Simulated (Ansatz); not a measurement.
## WSe2 and WS2 in the 2H molybdenite type

The calculation used DFT PBE, scalar-relativistic, plane waves, PAW (Ansatz 0.2.0). Settings: cutoff 420 eV, Γ-centred meshes spaced at most about 0.3 Å⁻¹ (2π included), Gaussian smearing. No spin polarisation.

Energies over the elements count from the elements' standard structures at the same level, with no fitted energy shifts.

WSe2 in the 2H molybdenite type (P6_3/mmc (No. 194); COD) has a = 3.321 Å, c = 15.252 Å, 24.27 Å³/atom, shortest distance 2.55 Å (W–Se), formation energy -0.561 eV/atom, a gap of 1.48 eV on its mesh:

```cif
data_structure
_symmetry_space_group_name_H-M 'P6_3/mmc'
_symmetry_Int_Tables_number 194
_cell_length_a 3.3207
_cell_length_b 3.3207
_cell_length_c 15.2519
_cell_angle_alpha 90.000
_cell_angle_beta 90.000
_cell_angle_gamma 120.000
_cell_volume 145.65
loop_
_atom_site_label
_atom_site_type_symbol
_atom_site_symmetry_multiplicity
_atom_site_Wyckoff_symbol
_atom_site_fract_x
_atom_site_fract_y
_atom_site_fract_z
_atom_site_occupancy
W1 W 2 c 0.33333 0.66667 0.25000 1
Se1 Se 4 f 0.33333 0.66667 0.63998 1
```

Q: The element S takes the place of Se, and the cell is relaxed in the same type. What changes?

A: WS2 (Materials Project, matches COD) has a = 3.188 Å, c = 14.871 Å, 21.81 Å³/atom, shortest distance 2.42 Å (W–S), formation energy -0.833 eV/atom, a gap of 1.63 eV on its mesh. The volume per atom changes by -10.1 % and the formation energy by -0.272 eV/atom (from unrounded values). The gap widens by 0.15 eV. The covalent radius goes from 1.20 Å (Se) to 1.05 Å (S), a change of -0.15 Å, and the nearest contact of that site goes from 2.55 Å (Se–W) to 2.42 Å (S–W); the electronegativity goes from 2.55 to 2.58.

```cif
data_structure
_symmetry_space_group_name_H-M 'P6_3/mmc'
_symmetry_Int_Tables_number 194
_cell_length_a 3.1878
_cell_length_b 3.1878
_cell_length_c 14.8712
_cell_angle_alpha 90.000
_cell_angle_beta 90.000
_cell_angle_gamma 120.000
_cell_volume 130.87
loop_
_atom_site_label
_atom_site_type_symbol
_atom_site_symmetry_multiplicity
_atom_site_Wyckoff_symbol
_atom_site_fract_x
_atom_site_fract_y
_atom_site_fract_z
_atom_site_occupancy
W1 W 2 c 0.33333 0.66667 0.25000 1
S1 S 4 f 0.33333 0.66667 0.64435 1
```

No dispersion correction is applied, so the spacing and binding between layers, chains or molecules are poorly described (WSe2 P6_3/mmc, WS2 P6_3/mmc). These runs have no spin–orbit coupling, which can matter for W. Kohn–Sham gaps at this level usually fall short of measured ones. The reference forms of S and Se are held partly by dispersion forces, which this level lacks. A negative formation energy doesn't yet make a cell stable against other compositions.
